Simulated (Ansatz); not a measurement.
# Lattice dynamics of Y2C monolayer, part 2 of 2

Aim: the vibrations of Y2C monolayer, their spectra, and whether the structure is stable.

Ansatz 0.2.0; DFT PBE, scalar-relativistic, plane waves, PAW.

So far. Step 4 (Relaxing to small forces for the phonons): The largest force component left is 0.029 meV/Å, within the tolerances set. Step 5 (Modes at Γ): Before it was imposed, the acoustic sum rule was missed by 5.3e-5 eV/Å². Small misses are needed for a sound result but don't prove that mesh and cutoff are converged. The lowest optical mode is real, 129 cm⁻¹.

### Step 6. Response at finite wavevector

Stability and thermal properties need the whole zone. Linear response on a 6×6×1 q mesh gives force constants as far as a supercell of that size would.

File input.yaml:

```yaml
crystal:
  lattice:
    - [3.5486746656, 0.0, 0.0]
    - [-1.7743373328, 3.0732424102, 0.0]
    - [0.0, 0.0, 28.6]
  atoms:
    - { symbol: C, position: [0.0, 0.0, 0.3496503497] }
    - { symbol: "Y", position: [0.3333333333, 0.6666666667, 0.3968657332] }
    - { symbol: "Y", position: [0.6666666667, 0.3333333333, 0.3024349661] }
  periodic: [true, true, false]
kpoints:
  mp_grid: { grid: [18, 18, 1] }
hamiltonian:
  xc: pbe
scf:
  occupations: { method: methfessel_paxton, width: 0.15 }
output:
  eigenvalues: true
phonons:
  method: dfpt
  qmesh: [6, 6, 1]
  temperatures: { t_max: 1000, t_step: 50 }
  qpath:
    path:
      - [0.0, 0.0, 0.0]
      - [0.5, 0.0, 0.0]
      - [0.33333333, 0.33333333, 0.0]
      - [0.0, 0.0, 0.0]
    npoints: 10
```

Run with:

```console
$ ansatz run input.yaml --threads 8 --pin off --max-ram 14336MiB --backend cpu --events-out ev --progress --plain --runs-dir out
```

Numbers of over 12 decimals in the logs are rounded to 6 here.

What it wrote:

```text
[...]
Crystal: 3 atoms, lattice volume = 311.910 Å³
Basis set: ecut = 420 eV, 6017 PW (Γ), exchange–correlation on 48×48×384 points (8 copies of the dense FFT grid, shifted against one another)
Bands: 17, of which v1, the nominal top of the filled ones, is band 13 counted from 1 (12 counted from 0)
Symmetry: 12 space group operations
k-points: 37 of 324 (irreducible under 6 space group operations, time reversal used)
[...]
SCF iter   1: F=—  HF=-7948.126362 eV  |F-HF|=—  |Δ(HF+E_count)|=         —  Δρ=2.44e-3  dr2=6.23e-2  ethr=1.77e-3  ⟨swp⟩=8.7  Hψ=4457  notcnv=0
[...]
SCF iter  10: F=-7948.119931 eV  HF=-7948.119931 eV  |F-HF|=3.00e-11  |Δ(HF+E_count)|=   1.18e-9  S|Δr|=    0.00e0  Δρ=4.87e-8  dr2=9.47e-12  ethr=1.00e-12  ⟨swp⟩=10.2  Hψ=5339  notcnv=0
SCF 1 converged in 10 iterations: F = -7948.119931 eV  dr2 = 9.47e-12
[...]
phonons: the bands overlap, so this run is a metal and interpolates without the dipole-dipole term. If the crystal is really an insulator or semiconductor, its LO-TO splitting is missing
NSCF: frozen V_eff on 37 k-points
WARN: eigensolver did not converge in 4 slots of this pass, the one above among them; of largest residual over every band (k=34): 1 band(s) unlocked (lowest unlocked band 16, counted from 0; max residual 1.42e-4 eV among the unlocked bands, 1.42e-4 eV over every band); of lowest unlocked band (k=4): band 16
[...]
DFPT response loops at q = (0, 0, 0) (fractional): preconditioner auto → none (partly filled bands, converged f_vac=0.698); β = 0.50; Broyden in place of MSR1
[...]
SCF converged after 10 iterations
[...]
Free energy (F): -7948.119931 eV
[...]
Internal energy: -7948.122508 eV  (E = F + TS)
E sigma→0 (E₀):  -7948.120575 eV
Entropy (-TS):   0.002577 eV (0.859 meV/atom)
Fermi energy:    -3.866081 eV
[...]
--- Band table (eV; the first three rows and the last of 37) ---
  k-point 0: bands = [... 9 lower, -7.8488, -5.4100, -5.4100, -4.9812, -4.1641, -2.5775, -1.8481, -1.8481]
  k-point 1: bands = [... 9 lower, -7.7814, -5.6187, -5.3965, -4.7922, -4.1546, -2.5423, -2.0178, -1.7919]
  k-point 2: bands = [... 9 lower, -7.5878, -5.9413, -5.3614, -4.5274, -4.1188, -2.5040, -2.3556, -1.6298]
  k-point 36: bands = [... 9 lower, -6.2700, -6.2700, -5.5515, -3.2557, -3.2557, -3.2032, -2.1503, -0.5561]
--- Phonons (Γ-DFPT): 6 representative perturbations + reference (Σ response iterations 28) ---
  ASR residual: 6.249e-5 → 0.000e0 eV/Å²; symmetrization residual: 1.473e-6 eV/Å²
[...]
ASR residual per site (eV/Å²): 2.85e-5 6.23e-5 6.25e-5
  Γ frequencies (cm⁻¹): 0.00 0.00 0.00 128.58 128.58 205.12 221.87 392.00 392.00
--- Phonons (arbitrary-q DFPT): 7 irreducible q on the 6×6×1 mesh ---
  q = [0.0000, 0.0000, 0.0000] (star 1, of the zone-centre solve; hermiticity 3.99e-7, symmetrization 1.93e-13, taken by the last average 1.96e-8): -0.00 -0.00 0.00 128.58 128.58 205.12 221.87 392.00 392.00
  q = [0.0000, 0.1667, 0.0000] (star 6, 9 solved perturbations on 171 of 324 k-point pairs; hermiticity 4.76e-7, symmetrization 1.20e-8, taken by the last average 7.32e-8): 29.83 59.64 89.14 133.15 141.19 198.12 304.86 383.40 398.51
[...]
q = [0.1667, 0.1667, 0.0000] (star 6, 6 solved perturbations in 1485 linear systems a pass and spin channel, the states on 324 of 324 k-point pairs; hermiticity 4.43e-7, symmetrization 5.35e-10, taken by the last average 1.17e-7): 70.13 99.92 119.62 139.61 154.74 196.24 347.26 391.16 430.71
[...]
sum rule: each row above includes the acoustic sum rule's correction from the zone centre's row sums; it moved no ω² by more than (0.80 cm⁻¹)²
  mesh force constants: q→R imaginary residual 1.26e-18; ASR residual 6.249e-5 → 0.000e0 eV/Å²; symmetrization residual 9.770e-15 eV/Å²
  interpolated dispersion: 31 rows × 9 modes
  density of states and harmonic sums: on the 24×24×1 q-mesh, interpolated from the force constants of a 6×6×1 supercell (no non-analytic term)
  largest difference from the sums on the solved wave vectors: F 2.69e-2 eV, S 3.36e-5 and C_V 6.73e-6 eV/K
  zero-point energy: 0.123542 eV/cell   skipped modes (ω ≤ 0): 3   left out of the sums: 5.79e-4 of the cell's modes: C_V's classical limit lies that fraction below 3 k_B per atom; for a crystal, a wire or a layer, F and S can be off by more, and a phonons.interpolated_qmesh denser along its periods is the remedy for the sampling
```

Elapsed: 11 min, on 8 threads of Arm Neoverse V2, shared host; peak memory 3.7 GiB; 83 min of CPU time.

This step gave:

```yaml
sum_rule_residual_before_enforcement: 6.25e-5 eV/Å²
lowest_frequency_on_the_path: 0 cm⁻¹
highest_frequency_on_the_path_or_at_a_solved_wavevector: 484.3 cm⁻¹
mean_frequency: 221.6 cm⁻¹
lowest_mode_on_the_q_mesh_acoustic_modes_at_gamma_apart: 29.83 cm⁻¹
zero_point_energy_per_atom: 41.18 meV
heat_capacity_at_300_k: 22.21 J/(mol atoms K)
vibrational_entropy_at_300_k: 29.62 J/(mol atoms K)
```

Frequencies (cm⁻¹) solved at each irreducible wavevector; negative means imaginary. Frequencies by wavevector, by row:

```
q in reciprocal lattice units  star  mode 1  mode 2  mode 3  mode 4  mode 5  mode 6  mode 7  mode 8  mode 9
                        0 0 0     1       0       0       0   128.6   128.6   205.1   221.9     392     392
                   0 0.1667 0     6    29.8    59.6    89.1   133.2   141.2   198.1   304.9   383.4   398.5
                   0 0.3333 0     6    88.2   104.7   120.8   135.2   161.8   197.6   355.6   381.7   450.8
                     0 -0.5 0     3   118.2   126.6     135   136.4   183.1     195   357.4   383.4   484.3
              0.1667 0.1667 0     6    70.1    99.9   119.6   139.6   154.7   196.2   347.3   391.2   430.7
              0.1667 0.3333 0    12   117.2   126.7   132.9   149.2   170.7   193.3   362.1   402.3   466.2
              0.3333 0.3333 0     2   137.7   137.7   138.7   167.3   167.3   184.9   353.1   438.8   438.8
```

Interpolated from a 6×6×1 q mesh. Phonon branches along the path, in cm⁻¹:

```
  point  branch 1  branch 2  branch 3  branch 4  branch 5  branch 6  branch 7  branch 8  branch 9
      Γ         0         0         0       129       129       205       222       392       392
halfway        58        85       110       135       152       196       339       381       421
      M       118       127       135       136       183       195       357       383       484
halfway       125       132       135       148       177       192       361       403       471
      K       138       138       139       167       167       185       353       439       439
halfway        70       100       120       140       155       196       347       391       431
      Γ         0         0         0       129       129       205       222       392       392
```

The phonon branches as a text plot (rows in cm⁻¹):

```
    474 |               *************
    454 |             **             ****  *********
    434 |           **                *******       **
    414 |       ****                **       *****    ***
    393 |*******              ******              ***************
    373 |       **************
    353 |           **********************************
    333 |         **                                  ***
    313 |       **                                       **
    293 |     **
    272 |   **                                             **
    252 |
    232 | **                                                 ***
    212 |***                                                 ****
    192 |   *************************************************
    172 |             ******    ***************
    151 |       ******            ****         ************
    131 |********************************************************
    111 |         ****************             **********
     91 |     **********                          *********
     71 |       **  **                              **   ****
     50 |   ****  **                                  ***  **
     30 | ********                                       **  ***
     10 |*****                                             ******
         Γ                   M           K                      Γ
```

Tetrahedra on a 24×24×1 mesh, mean over bins of 5 cm-1. Interpolated from a 6×6×1 q mesh. Phonon density of states against wavenumber; read off at these points:

wavenumber (cm⁻¹), phonon density of states (1/cm⁻¹/cell) and a bar:
```
        2      0.001 
       18      0.005 #
       28      0.006 ##
       42      0.008 ##
       52      0.009 ##
       68      0.012 ###
       82      0.015 ####
       92      0.018 #####
      108      0.030 #######
      122      0.062 ###############
      132      0.117 #############################
      138      0.122 ##############################
      148      0.034 ########
      158      0.038 #########
      172      0.027 #######
      188      0.017 ####
      198      0.118 #############################
      212      0.000 
      228      0.001 
      238      0.001 
      252      0.001 
      262      0.001 
      278      0.001 
      292      0.002 
      302      0.002 #
      318      0.003 #
      332      0.005 #
      342      0.008 ##
      358      0.066 ################
      368      0.000 
      382      0.058 ##############
      398      0.024 ######
      408      0.017 ####
      422      0.010 ###
      438      0.007 ##
      448      0.011 ###
      458      0.025 ######
      462      0.019 #####
      472      0.014 ###
      488      0.000
```

The partial phonon density of states has structure finer than the step of the table below, so its rows give means over 10 cm⁻¹, whole bins alone (the curve runs from -10 to 508 cm⁻¹). Peaks (cm⁻¹: height): C 358.0: 0.0544, 387.4: 0.0500, 459.0: 0.0206; Y 133.3: 0.115, 195.2: 0.0828.

Phonopy on the run's constants, 19x19x1 mesh, Gaussian sigma 3.7 cm-1. Interpolated from a 6×6×1 q mesh. The partial phonon density of states by wavenumber; means over each step; values in 1/cm⁻¹/cell:

```
wavenumber (cm⁻¹)        C        Y
                0   9.1e-5  0.00134
               10   2.3e-4  0.00329
               20   3.5e-4  0.00500
               30   4.5e-4  0.00651
               40   4.4e-4  0.00641
               50   5.9e-4  0.00894
               60   5.8e-4  0.00928
               70   6.5e-4   0.0108
               80   8.0e-4   0.0149
               90   7.4e-4   0.0156
              100   9.0e-4   0.0226
              110  0.00102   0.0350
              120  0.00102   0.0593
              130   7.3e-4   0.0959
              140   5.2e-4   0.0770
              150   3.0e-4   0.0360
              160   2.8e-4   0.0359
              170   2.1e-4   0.0295
              180   8.4e-5   0.0181
              190   3.0e-5   0.0443
              200   4.5e-5   0.0510
              210   1.4e-5  0.00290
              220   2.0e-4   2.1e-5
              230   6.6e-4   5.1e-5
              240   9.1e-4   7.0e-5
              250   3.3e-4   2.5e-5
              260  0.00153   1.2e-4
              270  0.00117   9.3e-5
              280   5.9e-4   4.6e-5
              290  0.00248   2.0e-4
              300  0.00150   1.2e-4
              310  0.00248   1.9e-4
              320  0.00309   2.4e-4
              330  0.00442   3.5e-4
              340  0.00631   4.8e-4
              350   0.0185  0.00108
              360   0.0444  0.00204
              370  0.00705   3.1e-4
              380   0.0265  0.00104
              390   0.0422  0.00164
              400   0.0230   6.7e-4
              410   0.0154   3.1e-4
              420   0.0109   1.8e-4
              430  0.00858   1.2e-4
              440  0.00817   9.3e-5
              450   0.0137   1.5e-4
              460   0.0196   2.2e-4
              470   0.0149   1.5e-4
              480   0.0100   9.1e-5
              490  0.00148   1.0e-5
              500   4.6e-6        0
```

Harmonic thermodynamic functions per atom, from the density of states. Interpolated from a 6×6×1 q mesh. Thermodynamic functions, by row:

```
T (K)  F_vib (meV/atom)  S (J/mol-atom/K)  C_V (J/mol-atom/K)
    0             41.18                 0                   0
  100             37.41              9.59               13.11
  200             21.23             21.08               19.71
  300             -5.26             29.62               22.21
  400            -39.49             36.18                23.3
  500             -79.8             41.44               23.86
  600            -125.1             45.82               24.17
  700            -174.6             49.56               24.37
  800            -227.7             52.83                24.5
  900            -283.9             55.72               24.59
 1000            -343.1             58.31               24.65
```

Symmetry leaves 7 wavevectors to solve. The lowest mode among them, the acoustic zeros apart, lies at q = (0, 0.167, 0) and is real, 29.8 cm⁻¹.

### Step 7. Another isotope

An isotope changes the mass and not the force constants, so no new electronic calculation is needed; the shifts show which modes move this element.

The same force constants with the mass of C changed from 12.011 to 13.003 u (phonopy, no LO-TO term). Both lists are sorted by frequency; levels can cross, so a row need not hold one and the same mode. Modes under 3 cm⁻¹ are left out. Isotope shifts, by row:

```
         q  rank  natural mass (cm⁻¹)  changed mass (cm⁻¹)
     0 0 0     4                128.6                128.6
     0 0 0     5                128.6                128.6
     0 0 0     6                205.1                205.1
     0 0 0     7                221.9                213.8
     0 0 0     8                  392                377.7
     0 0 0     9                  392                377.7
0 0.1667 0     1                29.83                29.74
0 0.1667 0     2                59.64                59.51
0 0.1667 0     3                89.14                89.01
0 0.1667 0     4                133.2                133.2
0 0.1667 0     5                141.2                141.2
0 0.1667 0     6                198.1                198.1
0 0.1667 0     7                304.9                293.9
0 0.1667 0     8                383.4                369.3
0 0.1667 0     9                398.5                383.6
0 0.3333 0     1                 88.2                87.99
0 0.3333 0     2                104.7                104.6
0 0.3333 0     3                120.8                120.8
0 0.3333 0     4                135.2                135.2
0 0.3333 0     5                161.8                161.8
0 0.3333 0     6                197.6                197.6
0 0.3333 0     7                355.6                342.6
0 0.3333 0     8                381.7                367.3
0 0.3333 0     9                450.8                433.4
  0 -0.5 0     1                118.2                118.1
  0 -0.5 0     2                126.6                126.6
  0 -0.5 0     3                  135                134.9
  0 -0.5 0     4                136.4                136.4
  0 -0.5 0     5                183.1                  183
  0 -0.5 0     6                  195                  195
  0 -0.5 0     7                357.4                343.9
  0 -0.5 0     8                383.4                368.8
  0 -0.5 0     9                484.3                465.6
```

A mode of this element alone would shift by -3.89 %. The highest zone-centre frequency without the field goes from 392.0 to 377.7 cm⁻¹ (-3.6 %). The product of the frequency ratios over all optical modes at Γ is 0.895; the product rule, (m/m′)^(3k/2) (M′/M)^(3/2) with k = 1 such atoms and M the mass of the cell, gives 0.895.

### Step 8. Summary of results

* space group after relaxation (within 0.01 Å): P-3m1
* area per atom: 3.63 Å²
* electronic character: no gap on this mesh
* highest optical mode at the zone centre (no LO-TO term): 392 cm⁻¹
* lowest optical zone-centre mode: 129 cm⁻¹
* lowest mode on the q mesh (acoustic modes at Γ apart): 29.8 cm⁻¹
* highest frequency on the path or at a solved wavevector: 484 cm⁻¹
* zero-point energy per atom: 41.2 meV
* heat capacity at 300 K: 22.2 J/(mol atoms K)
* vibrational entropy at 300 K: 29.6 J/(mol atoms K)
* imaginary modes on the 6×6×1 q mesh: none

The structure is a minimum as far as tested: no mode is imaginary at the 7 irreducible wavevectors of the 6×6×1 mesh, and the softest away from the acoustic zeros lies at 30 cm⁻¹. The optical modes at Γ span 129 to 392 cm⁻¹. The highest mode in this list at Γ, 392.0 cm⁻¹, is mostly motion of C (94 % of the kinetic energy). With no gap, or one that is small against the smearing, the frequencies hang on the k mesh and the smearing, most of all near Kohn anomalies. In a sheet or slab the interpolated bending branch near Γ is rough, since the rotational sum rule isn't imposed. A phonon run warned that its eigensolver left some bands unconverged in a pass. The starting cell was built on a prototype and not taken from a measurement. These are harmonic frequencies at zero temperature: anharmonic shifts, linewidths and thermal expansion are left out.

[Logs are printed without paths, hosts, clocks, repeated set-up lines and the standing remarks that a program may print on its own settings, such as how far it seeks lower states.]

[Hosts, paths, dates, database ids (printed as entryN), source tags and the programs' standing remarks are cut or masked in the printed files.]
